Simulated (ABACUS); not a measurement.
The system is Ti.

```
CELL_PARAMETERS angstrom
-1.64100 1.64100 1.64100
1.64100 -1.64100 1.64100
1.64100 1.64100 -1.64100
ATOMIC_POSITIONS crystal
Ti 0.00000 0.00000 0.00000
```

This isn't the form of Ti at room conditions, which is hcp.

Program: ABACUS 3.10.1. Alike in all runs: task single point; no spin polarisation; cell as given; smearing fermi-dirac 0.05 eV.

Problem. Order these runs on this cell by their pressure, lowest first.
A. level OLYP; potentials or basis SPMS ONCV 1.0 PBE, plane waves; k mesh 9 × 9 × 9; cutoff (eV) 1143; radial cutoff of the potentials (pseudo_rcut) 10 bohr; mesh quality not flagged
B. level TPSS; potentials or basis SG15 ONCV 1.2 PBE, plane waves; k mesh 7 × 7 × 7; cutoff (eV) 1320; radial cutoff of the potentials (pseudo_rcut) 7 bohr; mesh quality coarse
C. level WC; potentials or basis PseudoDojo NC SR 0.5 PBE standard, plane waves; k mesh 9 × 9 × 9; cutoff (eV) 1143; radial cutoff of the potentials (pseudo_rcut) 10 bohr; mesh quality not flagged

Solution. C (-6.4 GPa), B (-3.6 GPa), A (-1.6 GPa).

Caveats: some runs use coarse meshes; the potentials were made for another functional, which shifts forces and pressure.

Runs at the PBE level aren't shown here.
